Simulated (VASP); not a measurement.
# NbN in VASP: a series of runs

The runs below take NbN through relaxation of the atoms, single point, with PBEsol.

Program: VASP 6.6.1. These are calculated values, not measurements. Logs are shortened: lines on timing, memory, paths and dates and some standing lists are left out, and cuts for length are marked.

## Step 1: The structure

The cell holds a slab with vacuum, 12 atoms: a = 3.095 Å, b = 3.095 Å, c = 25.944 Å, α = 90.00°, β = 90.00°, γ = 90.00°.

## Step 2: Relaxation of the atoms, PBEsol

INCAR reads:

```
SYSTEM = NbN
PREC = Accurate
ENCUT = 520
EDIFF = 1E-6
ISMEAR = 1
SIGMA = 0.1
LREAL = .False.
LASPH = .True.
NELM = 80
ALGO = Normal
ISIF = 2
LWAVE = .False.
LCHARG = .False.
LDIPOL = .True.
IDIPOL = 3
DIPOL = 0.5 0.5 0.500
GGA = PS
IBRION = 2
NSW = 80
EDIFFG = -0.02
KPAR = 4
```

KPOINTS reads:

```
Automatic mesh
0
Gamma
  12 12 1
  0 0 0
```

POSCAR reads:

```
NbN
1.0
    3.0953245800      0.0000000000      0.0000000000
    0.0000000000      3.0953245800      0.0000000000
    0.0000000000      0.0000000000     25.9436250000
Nb N
6 6
Direct
    0.0000000000      0.0000000000      0.2890883600
    0.5000000000      0.5000000000      0.3734530200
    0.0000000000      0.0000000000      0.4578176700
    0.5000000000      0.5000000000      0.5421823300
    0.0000000000      0.0000000000      0.6265469800
    0.5000000000      0.5000000000      0.7109116400
    0.5000000000      0.5000000000      0.2890883600
    0.0000000000      0.0000000000      0.3734530200
    0.5000000000      0.5000000000      0.4578176700
    0.0000000000      0.0000000000      0.5421823300
    0.5000000000      0.5000000000      0.6265469800
    0.0000000000      0.0000000000      0.7109116400
```

Potentials or basis: VASP PAW PBE potentials, release 64 (Nb_sv, N).

Command:

```console
cat potpaw_PBE.64/Nb_sv/POTCAR potpaw_PBE.64/N/POTCAR > POTCAR
mpirun -np 4 vasp_std > vasp.out
```

OUTCAR:

```text
SYSTEM = NbN
   PREC = Accurate
   ENCUT = 520
   EDIFF = 1E-6
   ISMEAR = 1
   LREAL = .False.
   LASPH = .True.
   NELM = 80
   ISIF = 2
   GGA = PS
   IBRION = 2
   NSW = 80
   EDIFFG = -0.02

 ion  position               nearest neighbor table
   1  0.000  0.000  0.289-   7 2.19   7 2.19   7 2.19   7 2.19   8 2.19
   2  0.500  0.500  0.373-   9 2.19   8 2.19   8 2.19   8 2.19   8 2.19   7 2.19
   3  0.000  0.000  0.458-   8 2.19   9 2.19   9 2.19   9 2.19   9 2.19  10 2.19
   4  0.500  0.500  0.542-  11 2.19  10 2.19  10 2.19  10 2.19  10 2.19   9 2.19
   5  0.000  0.000  0.627-  10 2.19  11 2.19  11 2.19  11 2.19  11 2.19  12 2.19
   6  0.500  0.500  0.711-  12 2.19  12 2.19  12 2.19  12 2.19  11 2.19
   7  0.500  0.500  0.289-   1 2.19   1 2.19   1 2.19   1 2.19   2 2.19
   8  0.000  0.000  0.373-   3 2.19   2 2.19   2 2.19   2 2.19   2 2.19   1 2.19
   9  0.500  0.500  0.458-   2 2.19   3 2.19   3 2.19   3 2.19   3 2.19   4 2.19
  10  0.000  0.000  0.542-   5 2.19   4 2.19   4 2.19   4 2.19   4 2.19   3 2.19
  11  0.500  0.500  0.627-   4 2.19   5 2.19   5 2.19   5 2.19   5 2.19   6 2.19
  12  0.000  0.000  0.711-   6 2.19   6 2.19   6 2.19   6 2.19   5 2.19

  LATTYP: Found a simple tetragonal cell.
 ALAT       =     3.0953245800
 C/A-ratio  =     8.3815523476

  Lattice vectors:

 A1 = (   3.0953245800,   0.0000000000,   0.0000000000)
 A2 = (   0.0000000000,   3.0953245800,   0.0000000000)
 A3 = (   0.0000000000,   0.0000000000,  25.9436250000)

Analysis of symmetry for initial positions (statically):
=====================================================================
 Subroutine PRICEL returns:
 Original cell was already a primitive cell.

 Routine SETGRP: Setting up the symmetry group for a
 simple tetragonal supercell.

 Subroutine GETGRP returns: Found 16 space group operations
 (whereof  8 operations were pure point group operations)
 out of a pool of 16 trial point group operations.

The static configuration has the point symmetry C_4v.
 The point group associated with its full space group is D_4h.

Analysis of symmetry for dynamics (positions and initial velocities):
=====================================================================
 Subroutine PRICEL returns:
 Original cell was already a primitive cell.

 Routine SETGRP: Setting up the symmetry group for a
 simple tetragonal supercell.

 Subroutine GETGRP returns: Found 16 space group operations
 (whereof  8 operations were pure point group operations)
 out of a pool of 16 trial point group operations.

The dynamic configuration has the point symmetry C_4v.
 The point group associated with its full space group is D_4h.

 Subroutine INISYM returns: Found 16 space group operations
 (whereof  8 operations are pure point group operations),
 and found     1 'primitive' translations

----------------------------------------------------------------------------------------

                                     Primitive cell

  volume of cell :     248.5668

  direct lattice vectors                    reciprocal lattice vectors
     3.095324580  0.000000000  0.000000000     0.323067896  0.000000000  0.000000000
     0.000000000  3.095324580  0.000000000     0.000000000  0.323067896  0.000000000
     0.000000000  0.000000000 25.943625000     0.000000000  0.000000000  0.038545115

  length of vectors
     3.095324580  3.095324580 25.943625000     0.323067896  0.323067896  0.038545115

  position of ions in fractional coordinates (direct lattice)
     0.000000000  0.000000000  0.289088360
     0.500000000  0.500000000  0.373453020
     0.000000000  0.000000000  0.457817670
     0.500000000  0.500000000  0.542182330
     0.000000000  0.000000000  0.626546980
     0.500000000  0.500000000  0.710911640
     0.500000000  0.500000000  0.289088360
     0.000000000  0.000000000  0.373453020
     0.500000000  0.500000000  0.457817670
     0.000000000  0.000000000  0.542182330
     0.500000000  0.500000000  0.626546980
     0.000000000  0.000000000  0.710911640

[... 42 lines left out ...]
            Coordinates               Weight
  0.000000  0.000000  0.000000      1.000000
  0.083333  0.000000  0.000000      4.000000
  0.166667  0.000000  0.000000      4.000000
  0.250000  0.000000  0.000000      4.000000
  0.333333  0.000000  0.000000      4.000000
  0.416667  0.000000  0.000000      4.000000
[... 16 lines left out ...]
  0.333333  0.333333  0.000000      4.000000
  0.416667  0.333333  0.000000      8.000000
 [... further k-points ...]
   k-points           NKPTS =     28   k-points in BZ     NKDIM =     28   number of bands    NBANDS=     64
   number of dos      NEDOS =    301   number of ions     NIONS =     12
   total plane-waves  NPLWV = 112896
   dimension x,y,z NGX =    24 NGY =   24 NGZ =  196
   dimension x,y,z NGXF=    48 NGYF=   48 NGZF=  392
   ions per type =               6   6
   NGX,Y,Z   is equivalent  to a cutoff of  12.89, 12.89, 12.56 a.u.
   NGXF,Y,Z  is equivalent  to a cutoff of  25.78, 25.78, 25.12 a.u.
 SYSTEM =  NbN
   PREC   = accura    normal or accurate (medium, high low for compatibility)
   ISTART =      0    job   : 0-new  1-cont  2-samecut
   ICHARG =      2    charge: 1-file 2-atom 10-const
   ISPIN  =      1    spin polarized calculation?
   LNONCOLLINEAR =      F non collinear calculations
   LSORBIT =      F    spin-orbit coupling
   LASPH  =      T    aspherical Exc in radial PAW
   ENCUT  =  520.0 eV  38.22 Ry    6.18 a.u.   5.76  5.76 48.24*2*pi/ulx,y,z
   NELM   =     80;   NELMIN=  2; NELMDL= -5     # of ELM steps
   EDIFF  = 0.1E-05   stopping-criterion for ELM
   LREAL  =      F    real-space projection
   EDIFFG = -.2E-01   stopping-criterion for IOM
   NSW    =     80    number of steps for IOM
   IBRION =      2    ionic relax: 0-MD 1-quasi-New 2-CG
   NFREE  =      1    steps in history (QN), initial steepest desc. (CG)
   ISIF   =      2    stress and relaxation
   ISYM   =      2    0-nonsym 1-usesym 2-fastsym
   POTIM  = 0.5000    time-step for ionic-motion
   TEBEG  =    0.0;   TEEND  =   0.0 temperature during run
   PSTRESS=    0.0 pullay stress
   NELECT =     108.0000    total number of electrons
   NUPDOWN=      -1.0000    fix difference up-down
   EMIN   =  10.00;   EMAX   =-10.00  energy-range for DOS
   EFERMI =   0.00;   METHOD = LEGACY
   ISMEAR =     1;   SIGMA  =   0.10  broadening in eV -4-tet -1-fermi 0-gaus
   EFERMI_NEDOS =   21; number of points for ismear=-14 and -15
   IALGO  =     38    algorithm
   IMIX   =      4    mixing-type and parameters
     AMIX     =   0.40;   BMIX     =  1.00
     AMIX_MAG =   1.60;   BMIX_MAG =  1.00
  volume/ion in A,a.u.               =      20.71       139.78
  Fermi-wavevector in a.u.,A,eV,Ry     =   1.239943  2.343153 20.918396  1.537459
  Thomas-Fermi vector in A             =   2.374405
   LORBIT       =      0    0 simple, 1 ext, 2 COOP (PROOUT), +10 PAW based schemes
   GGA     = PS    functional components
   LHFCALC =     F    Hartree Fock is set to
   AEXX    =    0.0000 exact exchange contribution
   IVDW    =     0    specifies the selected vdW correction
   LEPSILON=     F    determine dielectric tensor
   LRPA    =     F    only Hartree local field effects (RPA)
 conjugate gradient relaxation of ions
 non-spin polarized calculation
 Methfessel and Paxton  Order N= 1 SIGMA  =   0.10
  energy-cutoff  :      520.00
  volume of cell :      248.57
 maximum number of plane-waves:      6744
 NGX is ok and might be reduce to    24
   NGX = 11   NGY = 11   NGZ = 97

--------------------------------------- Ionic step        1  -------------------------------------------

 number of electron     107.9999991 magnetization

 Free energy of the ion-electron system (eV)
  ---------------------------------------------------
  ext. energy  EPLUGINS =         0.00000000
  ---------------------------------------------------
  free energy    TOTEN  =      -129.18294576 eV

  energy without entropy =     -129.18065012  energy(sigma->0) =     -129.18218055

------------------------ aborting loop because EDIFF is reached ----------------------------------------

  FORCE on cell =-STRESS in cart. coord.  units (eV):
  Direction    XX          YY          ZZ          XY          YZ          ZX
  --------------------------------------------------------------------------------------
  -------------------------------------------------------------------------------------
  Total       -7.0362805     -7.0362805     -3.0323846      0.0000000      0.0000000      0.0000000
  in kB      -45.3534862    -45.3534862    -19.5457265      0.0000000      0.0000000      0.0000000
  external PRESSURE =     -36.7508996 kB  Pullay stress =       0.0000000 kB
[... 119 lines left out ...]
  FREE ENERGIE OF THE ION-ELECTRON SYSTEM (eV)
  ---------------------------------------------------
  free  energy   TOTEN  =      -129.8239573532 eV

  energy  without entropy=     -129.8177014200  energy(sigma->0) =     -129.82187204

 dipolmoment           0.000000      0.000000      0.000000 electrons x Angstroem

[... ionic steps 4 to 13 ...]

--------------------------------------- Ionic step       14  -------------------------------------------

 number of electron     107.9999992 magnetization

------------------------ aborting loop because EDIFF is reached ----------------------------------------
[... 87 lines left out ...]
--------------------------------------- Ionic step       16  -------------------------------------------

 number of electron     107.9999993 magnetization

 dipolmoment           0.000000      0.000000     -0.000000 electrons x Angstroem

 Free energy of the ion-electron system (eV)
  ---------------------------------------------------
  ext. energy  EPLUGINS =         0.00000000
  ---------------------------------------------------
  free energy    TOTEN  =      -130.13737246 eV

  energy without entropy =     -130.13696247  energy(sigma->0) =     -130.13723580

 E-fermi :   5.3851     XC(G=0):  -7.5949

 val. band max:        5.3841502351   @ k =   0.5000   0.0833   0.0000
 cond. band min:       5.3903360072   @ k =   0.2500   0.2500   0.0000
 fundamental gap:      0.0061857722
 Fermi energy:         5.3851163300

 k-point     1 :       0.0000    0.0000    0.0000
  band No.  band energies     occupation
      1     -50.7718      2.00000
      2     -50.6477      2.00000
      3     -50.6386      2.00000
      4     -50.6075      2.00000
      5     -50.4549      2.00000
      6     -50.4534      2.00000
[... 1597 lines left out ...]
     63       7.9834      0.00000
     64       8.1008      0.00000

 [... further k-points ...]

------------------------ aborting loop because EDIFF is reached ----------------------------------------

 vacuum level on the upper side and lower side of the slab       (xc-potential included)        -0.208        -0.208

  FORCE on cell =-STRESS in cart. coord.  units (eV):
  Direction    XX          YY          ZZ          XY          YZ          ZX
  --------------------------------------------------------------------------------------
  -------------------------------------------------------------------------------------
  Total      -10.1902657    -10.1902657     -0.0280005      0.0000000      0.0000000      0.0000000
  in kB      -65.6830089    -65.6830089     -0.1804815      0.0000000      0.0000000      0.0000000
  external PRESSURE =     -43.8488331 kB  Pullay stress =       0.0000000 kB
[... 27 lines left out ...]
  FREE ENERGIE OF THE ION-ELECTRON SYSTEM (eV)
  ---------------------------------------------------
  free  energy   TOTEN  =      -130.1373724584 eV

  energy  without entropy=     -130.1369624688  energy(sigma->0) =     -130.13723580

 reached required accuracy - stopping structural energy minimisation

 vacuum level on the upper side and lower side of the slab         8.462         8.462
```

Wall time 14 min (4 MPI ranks of Intel Xeon 6975P-C (Granite Rapids), shared host); peak memory 0.55 GiB.

Results:

```yaml
Free_energy: -130.1374 eV
Energy_gained_by_relaxing: 79.5 meV/atom
Ionic_steps: 16
Largest_force_after_relaxing: 0.015 eV/Å
Band_gap_on_the_k_mesh: none (metal or under the smearing width)
```

Forces in eV/Å, atoms in the order of the input:
```
Nb   0.000  0.000 -0.015
Nb   0.000  0.000 -0.008
Nb   0.000  0.000  0.010
Nb   0.000  0.000 -0.010
Nb   0.000  0.000  0.008
Nb   0.000  0.000  0.015
N    0.000  0.000  0.012
N    0.000  0.000 -0.004
N    0.000  0.000 -0.012
N    0.000  0.000  0.012
N    0.000  0.000  0.004
N    0.000  0.000 -0.012
```

Step by step:
```csv
step,energy change (eV),largest force (eV/Å),pressure (GPa)
1,0.0000,2.5517,-3.68
2,-0.6342,0.8669,-2.41
3,-0.6410,1.0952,-2.20
4,-0.7997,0.5933,-2.74
5,-0.8663,0.5231,-3.25
6,-0.9218,0.2646,-3.53
7,-0.9274,0.2880,-3.63
8,-0.9426,0.2267,-3.55
9,-0.9426,0.2435,-3.54
10,-0.9480,0.1475,-3.80
11,-0.9480,0.1566,-3.82
12,-0.9516,0.1023,-3.97
13,-0.9520,0.0906,-4.03
14,-0.9538,0.0501,-4.30
15,-0.9539,0.0570,-4.33
16,-0.9544,0.0151,-4.38
```

Final structure:
```yaml
crystal:
  lattice:
    - [3.09532, 0.00000, 0.00000]
    - [0.00000, 3.09532, 0.00000]
    - [0.00000, 0.00000, 25.94363]
  atoms:
    - { symbol: Nb, position: [0.00000, 0.00000, 0.29363] }
    - { symbol: Nb, position: [0.50000, 0.50000, 0.36863] }
    - { symbol: Nb, position: [0.00000, 0.00000, 0.46159] }
    - { symbol: Nb, position: [0.50000, 0.50000, 0.53841] }
    - { symbol: Nb, position: [0.00000, 0.00000, 0.63137] }
    - { symbol: Nb, position: [0.50000, 0.50000, 0.70637] }
    - { symbol: N, position: [0.50000, 0.50000, 0.28067] }
    - { symbol: N, position: [0.00000, 0.00000, 0.37456] }
    - { symbol: N, position: [0.50000, 0.50000, 0.45379] }
    - { symbol: N, position: [0.00000, 0.00000, 0.54621] }
    - { symbol: N, position: [0.50000, 0.50000, 0.62544] }
    - { symbol: N, position: [0.00000, 0.00000, 0.71933] }
```

Caveat: the PAW data sets were made with another functional, which shifts forces and pressure a little.

## Step 3: Single point, PBEsol

INCAR reads:

```
SYSTEM = NbN
PREC = Accurate
ENCUT = 520
EDIFF = 1E-7
ISMEAR = 1
SIGMA = 0.1
LREAL = .False.
LASPH = .True.
NELM = 80
ALGO = Fast
ISIF = 2
LWAVE = .False.
LCHARG = .False.
LDIPOL = .True.
IDIPOL = 3
DIPOL = 0.5 0.5 0.500
GGA = PS
NBANDS = 66
LVHAR = .True.
LVACPOTAV = .True.
ICORELEVEL = 1
KPAR = 4
```

KPOINTS is that of step 2.

POSCAR reads:

```
NbN                                     
1.0
    3.0953245800      0.0000000000      0.0000000000
    0.0000000000      3.0953245800      0.0000000000
    0.0000000000      0.0000000000     25.9436250000
  Nb              N             
     6     6
Direct
     0.0000000000000000    0.0000000000000000    0.2936342490116363
     0.5000000000000000    0.5000000000000000    0.3686257162035223
     0.0000000000000000    1.0000000000000000    0.4615877354926982
     0.5000000000000000    0.5000000000000000    0.5384122645073017
     0.0000000000000000    0.0000000000000000    0.6313742837964780
     0.5000000000000000    0.5000000000000000    0.7063657509883636
     0.5000000000000000    0.5000000000000000    0.2806735344508890
     0.0000000000000000    0.0000000000000000    0.3745633996230054
     0.5000000000000000    0.5000000000000000    0.4537944743468365
     0.0000000000000000    0.0000000000000000    0.5462055256531633
     0.5000000000000000    0.5000000000000000    0.6254366003769946
     0.0000000000000000    0.0000000000000000    0.7193264655491111
```

Potentials or basis: VASP PAW PBE potentials, release 64 (Nb_sv, N).

Command:

```console
cat potpaw_PBE.64/Nb_sv/POTCAR potpaw_PBE.64/N/POTCAR > POTCAR
mpirun -np 4 vasp_std > vasp.out
```

Run time: 6.9 min. Hardware: 4 MPI ranks of Intel Xeon 6975P-C (Granite Rapids), shared host; peak memory 0.55 GiB.

It converged, with:

```
Free energy                     : -130.1374 eV
Largest force                   : 0.014 eV/Å
Band gap on the k mesh          : none (metal or under the smearing width)
Work function of the upper face : 3.26 eV
Work function of the lower face : 3.26 eV
```

Forces in eV/Å, atoms in the order of the input:
```
Nb   0.000  0.000 -0.014
Nb   0.000  0.000 -0.009
Nb   0.000  0.000  0.011
Nb   0.000  0.000 -0.011
Nb   0.000  0.000  0.009
Nb   0.000  0.000  0.014
N    0.000  0.000  0.011
N    0.000  0.000 -0.004
N    0.000  0.000 -0.012
N    0.000  0.000  0.012
N    0.000  0.000  0.004
N    0.000  0.000 -0.011
```

Levels at points of the mesh, in eV from the Fermi level:
```tsv
k point	band 50	band 51	band 52	band 53	band 54	band 55	band 56	band 57	band 58	band 59
(0.00, 0.00, 0.00)	-2.80	-2.79	-2.79	-2.19	-1.89	-1.54	-1.54	-0.62	-0.62	0.03
(0.50, 0.00, 0.00)	0.22	0.54	0.54	0.85	0.85	1.12	1.12	1.41	1.42	1.55
(0.50, 0.50, 0.00)	-3.35	-2.79	-2.79	-1.80	-1.80	1.68	1.68	2.08	2.08	2.77
```

Core levels (eV, on the scale of the bands):
| atom | levels |
| --- | --- |
| 1 Nb | 1s -18797.6, 2s -2622.8, 2p -2340.9, 3s -431.2, 3p -339.1, 3d -188.6 |
| 2 Nb | 1s -18797.4, 2s -2622.7, 2p -2340.7, 3s -431.1, 3p -339.0, 3d -188.5 |
| 3 Nb | 1s -18797.6, 2s -2622.9, 2p -2341.0, 3s -431.3, 3p -339.2, 3d -188.7 |
| 4 Nb | 1s -18797.6, 2s -2622.9, 2p -2341.0, 3s -431.3, 3p -339.2, 3d -188.7 |
| 5 Nb | 1s -18797.4, 2s -2622.7, 2p -2340.7, 3s -431.1, 3p -339.0, 3d -188.5 |
| 6 Nb | 1s -18797.6, 2s -2622.8, 2p -2340.9, 3s -431.2, 3p -339.1, 3d -188.6 |

Caveat: the PAW data sets were made with another functional, which shifts forces and pressure a little.
